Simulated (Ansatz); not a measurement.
Crystal: CsSnBr3.

```
CELL_PARAMETERS angstrom
5.83901 0.00000 0.00000
0.00000 5.83901 0.00000
0.00000 0.00000 5.83901
ATOMIC_POSITIONS crystal
Cs 0.00000 0.00000 0.00000
Sn 0.50000 0.50000 0.50000
Br 0.00000 0.50000 0.50000
Br 0.50000 0.50000 0.00000
Br 0.50000 0.00000 0.50000
```

The cell is a database's computed one.

- Program: Ansatz 0.2.0
- Task: relaxation of cell and atoms
- Functional: PBEsol
- Dispersion: D3(BJ)
- Potentials or basis: Ansatz PAW
- Cutoff: 420 eV (not typed: the program's choice for these potentials)
- k mesh: 5 × 5 × 5
- Occupations: fermi-dirac, width 0.05 eV
- Spin: no spin polarisation

At the start: volume 39.81 Å³/atom.

Question: Where does the relaxation end?

Answer: It ends after 5 steps and the volume is 36.59 Å³/atom (-8.1 %); space group Pm-3m (No. 221, to 0.05 Å).

Step by step:
```tsv
step	energy change (eV)	largest force (eV/Å)	volume (Å³)
1	0.0000	0.0000	199.08
2	-0.0740	0.0000	190.15
3	-0.0947	0.0000	181.62
4	-0.0953	0.0000	182.95
5	-0.0938	0.0000	182.95
```

Final structure:
```xyz
5
Lattice="5.6769 0.0000 0.0000 0.0000 5.6769 0.0000 0.0000 0.0000 5.6769" Properties=species:S:1:pos:R:3 pbc="T T T"
Cs    0.0000    0.0000    0.0000
Sn    2.8385    2.8385    2.8385
Br    0.0000    2.8385    2.8385
Br    2.8385    2.8385    0.0000
Br    2.8385    0.0000    2.8385
```

Caveat: the plane-wave basis is chosen anew once the cell has moved, so the energies of steps on either side of that aren't comparable; the PAW data sets come from PBE, with cores solved anew for the run's functional, which leaves a small shift of forces and pressure.
